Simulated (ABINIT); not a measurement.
# W (Im-3m) in ABINIT: notebook

Aim: see how the results for W move with the level of theory and the settings. Levels: PBE, BP86, WC. Tasks: equation of state, band structure.

Everything below comes from runs of ABINIT 10.8.3 (patched build). Logs are shortened: lines on timing, memory, paths and dates and some standing lists are left out, and cuts for length are marked. The log counts tension as positive stress, the text compression.

### 1 The structure

Symmetry: Im-3m, No. 229, cubic system. Conventional cell: a = 3.165 Å, b = 3.165 Å, c = 3.165 Å, α = 90.00°, β = 90.00°, γ = 90.00°. W (site symmetry m-3m) is surrounded by 8 W at 2.74 Å.

### 2 Equation of state, PBE

Input file run.abi:

```
ndtset 7
getwfk -1
scalecart1 3*0.9795861087
scalecart2 3*0.9864848297
scalecart3 3*0.9932883884
scalecart4 3*1.0000000000
scalecart5 3*1.0066227096
scalecart6 3*1.0131594038
scalecart7 3*1.0196128224

pp_dirpath "./"
pseudos "W.GGA_PBE-JTH.xml"

acell 3*1.0 Angstrom
rprim
    -1.5823450000     1.5823450000     1.5823450000
     1.5823450000    -1.5823450000     1.5823450000
     1.5823450000     1.5823450000    -1.5823450000
ntypat 1
znucl 74
natom 1
typat 1
xred
     0.0000000000     0.0000000000     0.0000000000

ecut 16.0
pawecutdg 32.0

kptopt 1
ngkpt 12 12 12
nshiftk 1
shiftk 0.0 0.0 0.0

ixc 11

nband 11
occopt 3
tsmear 0.00183747

nstep 100
tolvrs 1.0e-9

iomode 3
prtwf 1
prtden 0
prteig 0
prtebands 0
```

Potentials or basis: JTH PAW PBE v2.0.

Started as:

```bash
$ abinit run.abi > log 2>&1
```

run.abo:

```text
.Version 10.8.3 of ABINIT
 DATASET    1 : space group Im -3 m (#229); Bravais cI (body-center cubic)
================================================================================
 Values of the parameters that define the memory need for DATASET  1.
     intxc =       0    ionmov =       0      iscf =      17    lmnmax =      18
     lnmax =       6     mgfft =      20  mpssoang =       3    mqgrid =    3001
     natom =       1  nloc_mem =       2    nspden =       1   nspinor =       1
    nsppol =       1      nsym =      48    n1xccc =       1    ntypat =       1
    occopt =       3   xclevel =       2
       mpw =         321          nfft =        8000          nkpt =          72
 PAW method is used; the additional fine FFT grid is defined by:
   mgfftf=        27    nfftf =     19683
================================================================================
================================================================================
[... 71 lines left out ...]
 DATASET    7 : space group Im -3 m (#229); Bravais cI (body-center cubic)
================================================================================
 Values of the parameters that define the memory need for DATASET  7.
     intxc =       0    ionmov =       0      iscf =      17    lmnmax =      18
     lnmax =       6     mgfft =      20  mpssoang =       3    mqgrid =    3001
     natom =       1  nloc_mem =       2    nspden =       1   nspinor =       1
    nsppol =       1      nsym =      48    n1xccc =       1    ntypat =       1
    occopt =       3   xclevel =       2
       mpw =         364          nfft =        8000          nkpt =          72
 PAW method is used; the additional fine FFT grid is defined by:
   mgfftf=        30    nfftf =     27000
================================================================================
================================================================================

--------------------------------------------------------------------------------
------------- Echo of variables that govern the present computation ------------
--------------------------------------------------------------------------------
 -outvars: echo values of preprocessed input variables --------
            acell      1.8897261259E+00  1.8897261259E+00  1.8897261259E+00 Bohr
              amu      1.83850000E+02
             ecut      1.60000000E+01 Hartree
           getwfk          -1
                       outvar_i_n : Printing only first  50 k-points.
              ixc          11
           jdtset        1    2    3    4    5    6    7
                       outvar_i_n : Printing only first  50 k-points.
         kptrlatt       12    0    0      0   12    0      0    0   12
          kptrlen1     6.08813870E+01
          kptrlen2     6.13101432E+01
          kptrlen3     6.17329852E+01
          kptrlen4     6.21501126E+01
          kptrlen5     6.25617147E+01
          kptrlen6     6.29679710E+01
[... 41 lines left out ...]
            rprim7    -1.6133792515E+00  1.6133792515E+00  1.6133792515E+00
                       1.6133792515E+00 -1.6133792515E+00  1.6133792515E+00
                       1.6133792515E+00  1.6133792515E+00 -1.6133792515E+00
          spgroup         229
           tolvrs      1.00000000E-09
           tsmear      1.83747000E-03 Hartree
            typat      1
           useylm           1
                       outvars : Printing only first  50 k-points.
            znucl       74.00000

================================================================================

 chkinp: Checking input parameters for consistency, jdtset=   1.

 chkinp: Checking input parameters for consistency, jdtset=   2.
[... 40 lines left out ...]
 getcut: wavevector=  0.0000  0.0000  0.0000  ngfft=  27  27  27
         ecut(hartree)=     32.000   => boxcut(ratio)=   2.01545

--- Pseudopotential description ------------------------------------------------
- pspini: atom type   1  psp file is ./W.GGA_PBE-JTH.xml
 Pseudopotential format is: paw10
 basis_size (lnmax)=  6 (lmn_size= 18), orbitals=   0   0   1   1   2   2
 Spheres core radius: rc_sph= 2.41188978
 Shapefunction is BESSEL type: shapef(r,l)=aa(1,l)*jl(q(1,l)*r)+aa(2,l)*jl(q(2,l)*r)
 Radius for shape functions =  2.10354610
 Compensation charge density is not taken into account in XC energy/potential

   6.59015510E+02                                ecore*ucvol(ha*bohr**3)
--------------------------------------------------------------------------------

[... 1210 lines left out ...]
-Cartesian components of stress tensor (GPa)         [Pressure= -1.1663E+01 GPa]
- sigma(1 1)=  1.16634934E+01  sigma(3 2)=  0.00000000E+00
- sigma(2 2)=  1.16634934E+01  sigma(3 1)=  0.00000000E+00
- sigma(3 3)=  1.16634934E+01  sigma(2 1)=  0.00000000E+00

== END DATASET(S) ==============================================================
================================================================================

 -outvars: echo values of variables after computation  --------
            acell      1.8897261259E+00  1.8897261259E+00  1.8897261259E+00 Bohr
           etotal1    -6.9028569071E+01
           etotal2    -6.9030375166E+01
           etotal3    -6.9031608129E+01
           etotal4    -6.9032316863E+01
           etotal5    -6.9032554581E+01
           etotal6    -6.9032352818E+01
           etotal7    -6.9031757262E+01
            fcart1    -0.0000000000E+00 -0.0000000000E+00 -0.0000000000E+00
            fcart2    -0.0000000000E+00 -0.0000000000E+00 -0.0000000000E+00
            fcart3    -0.0000000000E+00 -0.0000000000E+00 -0.0000000000E+00
            fcart4    -0.0000000000E+00 -0.0000000000E+00 -0.0000000000E+00
            fcart5    -0.0000000000E+00 -0.0000000000E+00 -0.0000000000E+00
            fcart6    -0.0000000000E+00 -0.0000000000E+00 -0.0000000000E+00
            fcart7    -0.0000000000E+00 -0.0000000000E+00 -0.0000000000E+00
            rprim1    -1.5500431812E+00  1.5500431812E+00  1.5500431812E+00
                       1.5500431812E+00 -1.5500431812E+00  1.5500431812E+00
                       1.5500431812E+00  1.5500431812E+00 -1.5500431812E+00
[... 17 lines left out ...]
                       1.6133792515E+00  1.6133792515E+00 -1.6133792515E+00
           strten1    -9.4882936463E-04 -9.4882936463E-04 -9.4882936463E-04
                       0.0000000000E+00  0.0000000000E+00  0.0000000000E+00
           strten2    -6.6854256532E-04 -6.6854256532E-04 -6.6854256532E-04
                       0.0000000000E+00  0.0000000000E+00  0.0000000000E+00
           strten3    -4.1381022196E-04 -4.1381022196E-04 -4.1381022196E-04
                       0.0000000000E+00  0.0000000000E+00  0.0000000000E+00
           strten4    -1.8122383270E-04 -1.8122383270E-04 -1.8122383270E-04
                       0.0000000000E+00  0.0000000000E+00  0.0000000000E+00
           strten5     3.0166136361E-05  3.0166136361E-05  3.0166136361E-05
                       0.0000000000E+00  0.0000000000E+00  0.0000000000E+00
           strten6     2.2257712562E-04  2.2257712562E-04  2.2257712562E-04
                       0.0000000000E+00  0.0000000000E+00  0.0000000000E+00
           strten7     3.9643408392E-04  3.9643408392E-04  3.9643408392E-04
                       0.0000000000E+00  0.0000000000E+00  0.0000000000E+00
 Calculation completed.
```

It took 35 s on 1 thread of Intel Xeon Platinum 8488C (Sapphire Rapids), shared host; peak memory 0.13 GiB.

What came out:

```yaml
Equilibrium_volume: 16.17 Å³/atom
Bulk_modulus: 304 GPa
Pressure_derivative_of_the_bulk_modulus: 3.7
```

Energy against volume, from the lowest point:
| volume (Å³/atom) | energy (meV/atom) |
| --- | --- |
| 14.897 | 108.45 |
| 15.214 | 59.30 |
| 15.531 | 25.75 |
| 15.848 | 6.47 |
| 16.165 | 0.00 |
| 16.482 | 5.49 |
| 16.798 | 21.70 |

Caveat: pressures at fixed basis lie under the slope of the energies.

### 3 Band structure, BP86

Input file run.abi:

```
ndtset 2

pp_dirpath "./"
pseudos "W.GGA_PBE-JTH.xml"

acell 2.7407019351 2.7407019351 2.7407019351 Angstrom
rprim
    -0.5773502692     0.5773502692     0.5773502692
     0.5773502692    -0.5773502692     0.5773502692
     0.5773502692     0.5773502692    -0.5773502692
ntypat 1
znucl 74
natom 1
typat 1
xred
     0.0000000000     0.0000000000     0.0000000000

ecut 16.0
pawecutdg 32.0

ixc -106132

occopt 3
tsmear 0.05 eV

nstep 100

iomode 3
prtwf 0
prteig 0
prtebands 0
enunit 1
prtden1 1

kptopt1 1
ngkpt1 12 12 12
nshiftk1 1
shiftk1 0.0 0.0 0.0
nband1 11
tolvrs1 1.0e-9

iscf2 -2
getden2 1
nband2 17
nbdbuf2 4
tolwfr2 1.0e-11
kptopt2 -5
ndivsm2 5
prteig2 1
prtvol2 -3
kptbounds2
     0.0000000000     0.0000000000     0.0000000000
     0.5000000000    -0.5000000000     0.5000000000
     0.0000000000     0.0000000000     0.5000000000
     0.0000000000     0.0000000000     0.0000000000
     0.2500000000     0.2500000000     0.2500000000
     0.5000000000    -0.5000000000     0.5000000000
```

Potentials or basis: JTH PAW PBE v2.0.

Started as:

```bash
$ abinit run.abi > log 2>&1
```

It took 12 s on 1 thread of Intel Xeon Platinum 8488C (Sapphire Rapids), shared host; peak memory 0.11 GiB.

Results (log left out):

```
Free energy                                           : -1880.5625 eV
Pressure                                              : 5.7 GPa
Band gap on the k mesh                                : none (metal or under the smearing width)
Valence electrons inside the program's atomic spheres : W 11.78 (radii [1.2763] Å)
```

Levels at the corners of the path, in eV from the Fermi level:
```tsv
point	band 5	band 6	band 7	band 8	band 9	band 10
Γ	-9.52	-1.20	-1.20	-1.20	2.29	2.29
H	-5.75	-5.75	5.19	5.19	5.19	8.43
N	-6.19	-3.52	0.85	2.18	3.15	6.17
Γ	-9.52	-1.20	-1.20	-1.20	2.29	2.29
P	-2.88	-2.88	-2.88	3.31	3.31	6.68
H	-5.75	-5.75	5.19	5.19	5.19	8.43
```

Caveat: the PAW data sets were made with another functional, which shifts forces and pressure a little; spin-orbit coupling is left out, which moves the levels of the heavy elements.

### 4 Band structure, WC

run.abi, as its differences from that of step 3:

```diff
@@ -1,3 +1,5 @@
+# Datasets: ground state, then fixed potential
 ndtset 2
 
+# Pseudopotentials
 pp_dirpath "./"
@@ -5,3 +7,4 @@
 
-acell 2.7407019351 2.7407019351 2.7407019351 Angstrom
+# Structure
+acell 5.1791760466 5.1791760466 5.1791760466
 rprim
@@ -17,2 +20,3 @@
 
+# Plane-wave basis
 ecut 16.0
@@ -20,4 +24,6 @@
 
-ixc -106132
+# Exchange and correlation
+ixc 23
 
+# Bands and occupations
 occopt 3
@@ -25,4 +31,6 @@
 
+# SCF cycle
 nstep 100
 
+# Output
 iomode 3
@@ -34,2 +42,3 @@
 
+# Dataset 1
 kptopt1 1
@@ -41,2 +50,3 @@
 
+# Dataset 2: bands along G-H-N-G-P-H
 iscf2 -2
@@ -47,3 +57,3 @@
 kptopt2 -5
-ndivsm2 5
+ndivsm2 6
 prteig2 1
```

Potentials or basis: JTH PAW PBE v2.0.

Started as:

```bash
$ abinit run.abi > log 2>&1
```

run.abo:

```text
.Version 10.8.3 of ABINIT
 DATASET    1 : space group Im -3 m (#229); Bravais cI (body-center cubic)
================================================================================
 Values of the parameters that define the memory need for DATASET  1.
     intxc =       0    ionmov =       0      iscf =      17    lmnmax =      18
     lnmax =       6     mgfft =      20  mpssoang =       3    mqgrid =    3001
     natom =       1  nloc_mem =       2    nspden =       1   nspinor =       1
    nsppol =       1      nsym =      48    n1xccc =       1    ntypat =       1
    occopt =       3   xclevel =       2
       mpw =         339          nfft =        8000          nkpt =          72
 PAW method is used; the additional fine FFT grid is defined by:
   mgfftf=        30    nfftf =     27000
================================================================================
================================================================================

 DATASET    2 : space group Im -3 m (#229); Bravais cI (body-center cubic)
================================================================================
 Values of the parameters that define the memory need for DATASET  2.
     intxc =       0    ionmov =       0      iscf =      -2    lmnmax =      18
     lnmax =       6     mgfft =      20  mpssoang =       3    mqgrid =    3001
     natom =       1  nloc_mem =       2    nspden =       1   nspinor =       1
    nsppol =       1      nsym =      48    n1xccc =       1    ntypat =       1
    occopt =       3   xclevel =       2
       mpw =         339          nfft =        8000          nkpt =          35
 PAW method is used; the additional fine FFT grid is defined by:
   mgfftf=        30    nfftf =     27000
================================================================================
================================================================================

--------------------------------------------------------------------------------
------------- Echo of variables that govern the present computation ------------
--------------------------------------------------------------------------------
[... 562 lines left out ...]
 ------------------------------------------------
 Atom  Sphere_radius  Integrated_density
    1        2.41189         11.76179519

================================================================================

 ----iterations are completed or convergence reached----

 Mean square residual over all n,k,spin=   35.120E-13; max=  99.284E-13
 reduced coordinates (array xred) for    1 atoms
       0.000000000000      0.000000000000      0.000000000000

 cartesian coordinates (angstrom) at end:
    1      0.00000000000000     0.00000000000000     0.00000000000000
 length scales=  5.179176046600  5.179176046600  5.179176046600 bohr
              =  2.740701933256  2.740701933256  2.740701933256 angstroms
 Eigenvalues (   eV  ) for nkpt=  35  k points:
 kpt#   1, nband= 17, wtk=  1.00000, kpt=  0.0000  0.0000  0.0000 (reduced coord)
 -64.53260  -28.08072  -28.08072  -28.08072    0.01749    8.41521    8.41521    8.41521
  11.88443   11.88443   24.56020   24.56020   24.56020   36.63516   36.63517   39.57607
  39.57607
 kpt#   2, nband= 17, wtk=  1.00000, kpt=  0.0625 -0.0625  0.0625 (reduced coord)
 -64.52269  -28.15382  -28.11399  -28.11399    0.39506    8.38140    8.38140    8.59009
  11.32000   12.08237   25.16812   25.20041   25.20041   32.99855   37.17514   39.13242
  39.13242
 kpt#   3, nband= 17, wtk=  1.00000, kpt=  0.1250 -0.1250  0.1250 (reduced coord)
 -64.49448  -28.34099  -28.20914  -28.20914    1.45105    8.36990    8.36990    9.10611
   9.96536   12.58709   26.59730   26.96882   26.96882   28.54153   37.54211   37.54211
  38.83628
 kpt#   4, nband= 17, wtk=  1.00000, kpt=  0.1875 -0.1875  0.1875 (reduced coord)
 -64.45357  -28.57147  -28.35344  -28.35344    2.95260    8.35843    8.56606    8.56606
   9.93511   13.07129   25.32991   28.22420   29.26018   29.26018   35.16185   35.16185
  41.65666
 kpt#   5, nband= 17, wtk=  1.00000, kpt=  0.2500 -0.2500  0.2500 (reduced coord)
[... 109 lines left out ...]
  12.70813   18.76795   20.79368   20.79368   30.51667   30.51667   31.62568   38.53369
  40.07447
 kpt#  33, nband= 17, wtk=  1.00000, kpt=  0.4286 -0.2857  0.4286 (reduced coord)
 -64.32563  -29.01009  -29.01009  -28.68832    4.74438    4.74438    9.65439   13.40790
  13.40790   19.11788   19.85808   19.85808   30.27689   31.32398   31.32398   36.70026
  40.72639
 kpt#  34, nband= 17, wtk=  1.00000, kpt=  0.4643 -0.3929  0.4643 (reduced coord)
 -64.30637  -28.99236  -28.99236  -28.90209    4.05735    4.05735   12.70623   14.29816
  14.29816   18.63649   18.63649   18.86254   27.07879   32.41895   32.41895   34.93847
  44.76541
 kpt#  35, nband= 17, wtk=  1.00000, kpt=  0.5000 -0.5000  0.5000 (reduced coord)
 -64.29815  -28.98278  -28.98278  -28.98278    3.81124    3.81124   14.82354   14.82354
  14.82354   17.96975   17.96975   17.96975   25.61524   32.91588   32.91588   34.33804
  47.60719

== END DATASET(S) ==============================================================
================================================================================

 -outvars: echo values of variables after computation  --------
            acell      5.1791760466E+00  5.1791760466E+00  5.1791760466E+00 Bohr
           etotal1    -6.9128867683E+01
            fcart1    -0.0000000000E+00 -0.0000000000E+00 -0.0000000000E+00
            rprim     -5.7735026920E-01  5.7735026920E-01  5.7735026920E-01
                       5.7735026920E-01 -5.7735026920E-01  5.7735026920E-01
                       5.7735026920E-01  5.7735026920E-01 -5.7735026920E-01
           strten1     5.3320938613E-05  5.3320938613E-05  5.3320938613E-05
                       0.0000000000E+00  0.0000000000E+00  0.0000000000E+00
 Calculation completed.
```

It took 10 s on 1 thread of Intel Xeon Platinum 8488C (Sapphire Rapids), shared host; peak memory 0.11 GiB.

Results:

| Property | Result |
| --- | --- |
| Free energy | -1881.0923 eV |
| Pressure | -1.6 GPa |
| Band gap on the k mesh | none (metal or under the smearing width) |
| Valence electrons inside the program's atomic spheres | W 11.76 (radii [1.2763] Å) |

Levels at the corners of the path, in eV from the Fermi level:
| point | band 3 | band 4 | band 5 | band 6 | band 7 | band 8 | band 9 | band 10 | band 11 | band 12 |
| --- | --- | --- | --- | --- | --- | --- | --- | --- | --- | --- |
| Γ | -37.66 | -37.66 | -9.56 | -1.16 | -1.16 | -1.16 | 2.31 | 2.31 | 14.98 | 14.98 |
| H | -38.56 | -38.56 | -5.77 | -5.77 | 5.25 | 5.25 | 5.25 | 8.39 | 8.39 | 8.39 |
| N | -38.08 | -37.67 | -6.20 | -3.50 | 0.80 | 2.20 | 3.18 | 6.24 | 11.09 | 11.79 |
| Γ | -37.66 | -37.66 | -9.56 | -1.16 | -1.16 | -1.16 | 2.31 | 2.31 | 14.98 | 14.98 |
| P | -38.31 | -38.31 | -2.88 | -2.88 | -2.88 | 3.35 | 3.35 | 6.66 | 12.39 | 12.39 |
| H | -38.56 | -38.56 | -5.77 | -5.77 | 5.25 | 5.25 | 5.25 | 8.39 | 8.39 | 8.39 |

Caveat: the PAW data sets were made with another functional, which shifts forces and pressure a little; spin-orbit coupling is left out, which moves the levels of the heavy elements.

### 5 Overview

```csv
task,level,gap on the mesh (eV),pressure (GPa)
equation of state,PBE,-,-
band structure,BP86,none,5.7
band structure,WC,none,-1.6
```

Alike in all rows: potentials or basis JTH PAW PBE v2.0; no spin polarisation; cell as given; k mesh 12 × 12 × 12; cutoff (eV) 435; smearing fermi-dirac 0.05 eV.

Caveats: the PAW data sets were made with another functional, which shifts forces and pressure a little (some runs); spin-orbit coupling is left out, which moves the levels of the heavy elements (some runs); pressures at fixed basis lie under the slope of the energies (some runs).

Absolute energies hang on the potentials; compare differences alone.
